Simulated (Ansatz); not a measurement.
**What strain does to CaO (CsCl type)**

CaO (CsCl type), relaxed with r2SCAN in the plane-wave code Ansatz. Space group Pm-3m (No. 221), cubic; a = 2.903 Å in the conventional setting, 12.24 Å³ an atom. Ca has 8 O at 2.51 Å; O has 8 Ca at 2.51 Å.

The axes x, y and z are those of this cell:
```xyz
2
Lattice="2.9032 0.0000 0.0000 0.0000 2.9032 0.0000 0.0000 0.0000 2.9032" Properties=species:S:1:pos:R:3 pbc="T T T"
Ca    0.0000    0.0000    0.0000
O     1.4516    1.4516    1.4516
```

Unstrained: PBE gives an indirect gap of 2.773 eV, from M to Γ; the least direct gap is 3.076 eV at Γ. With r2SCAN the valence top lies at M and the conduction bottom at Γ, 3.276 eV higher; the smallest vertical gap, at Γ, is 3.582 eV. HSE06 gives an indirect gap of 4.478 eV, from M to Γ; the least direct gap is 4.824 eV at Γ. Meshes: PBE 8×8×8, r2SCAN 8×8×8, HSE06 6×6×6. Strains are changes of length per length, and xy shears are angles. After each strain the atoms were relaxed again with r2SCAN in this cell and within any symmetry left, so distortions that break it or need a larger cell weren't tested; points keep the names that they have in the unstrained zone. The calculation is spin-unpolarised, and the structure need not be a phase that has been made.

Changes of the least gap in eV (an overlap counts as a negative gap):
```json
{"strain": "xy shear, engineering strain (angle) +1.65 %", "volume change (%)": "0.0", "space group": "Cmmm", "PBE": "+0.001", "r2SCAN": "+0.002", "HSE06": "+0.001", "energy rise, r2SCAN (meV/atom)": "-0.1"}
{"strain": "epitaxial -3.71 % in the xy plane, free normal strain -0.07 %", "volume change (%)": "-7.3", "space group": "P4/mmm", "PBE": "-0.177", "r2SCAN": "-0.167", "HSE06": "-0.169", "energy rise, r2SCAN (meV/atom)": "42.8"}
{"strain": "isotropic +0.36 % on every length", "volume change (%)": "+1.1", "space group": "Pm-3m", "PBE": "+0.003", "r2SCAN": "+0.002", "HSE06": "0.000", "energy rise, r2SCAN (meV/atom)": "0.6"}
```

Xy shear, engineering strain (angle) +1.65 %. HSE06: the gap goes from 4.478 to 4.480 eV (+0.001 eV). Stress change with r2SCAN, compression positive: xx +0.04, yy +0.04, zz +0.04, xy +0.09 GPa.

Epitaxial -3.71 % in the xy plane, free normal strain -0.07 %. HSE06: the gap goes from 4.478 to 4.309 eV (-0.169 eV). Stress change with r2SCAN, compression positive: xx +16.42, yy +16.42, zz +0.04 GPa.

Isotropic +0.36 % on every length. HSE06: the gap goes from 4.478 to 4.478 eV (0.000 eV). Stress change with r2SCAN, compression positive: xx -1.28, yy -1.28, zz -1.28 GPa. For HSE06, dE_g/d ln V = 0.0 eV over this step.

The meshes of the hybrids are coarse, so their gaps aren't converged to the digits shown.
